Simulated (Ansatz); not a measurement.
# WC: changing the dispersion correction

The cell as given:

The structure is cubic, space group Fm-3m (No. 225). Conventional cell: a = 4.385 Å, b = 4.385 Å, c = 4.385 Å, α = 90.00°, β = 90.00°, γ = 90.00°. W (site symmetry m-3m) is surrounded by 6 C at 2.19 Å. Around C (site symmetry m-3m) lie 6 W at 2.19 Å.

The cell is a database's computed one, not the measured one.

Kept alike: task relaxation of cell and atoms; functional PBEsol; k mesh 10 × 10 × 10; occupations fermi-dirac, width 0.05 eV; no spin polarisation. Program: Ansatz, Ansatz PAW, cutoff 420 eV. The mesh is that of the run's cell of 2 atoms. No spin-orbit coupling.

| dispersion correction | volume (Å³/atom) |
| --- | --- |
| D3(BJ) | 10.067 |
| D3(BJ)-ATM | 10.107 |
| D4 | 10.146 |
| none | 10.252 |

The relaxations keep at least the cell's symmetry (Fm-3m). For a metal such a mesh leaves the last digits unconverged. Relaxations stop with a little pressure left, so the last digits of a volume or edge aren't settled. Ansatz's relaxations hold a Pulay term in the stress (up to 0.3 GPa here). All rows use potentials made for PBE.

What does the dispersion correction change here?

The volume runs from 10.067 (D3(BJ)) to 10.252 Å³/atom (none). Against no correction: D3(BJ) -1.8 %; D3(BJ)-ATM -1.4 %; D4 -1.0 %. Dispersion terms mostly attract and so lower the volume; the schemes' coefficients and damping set how far.
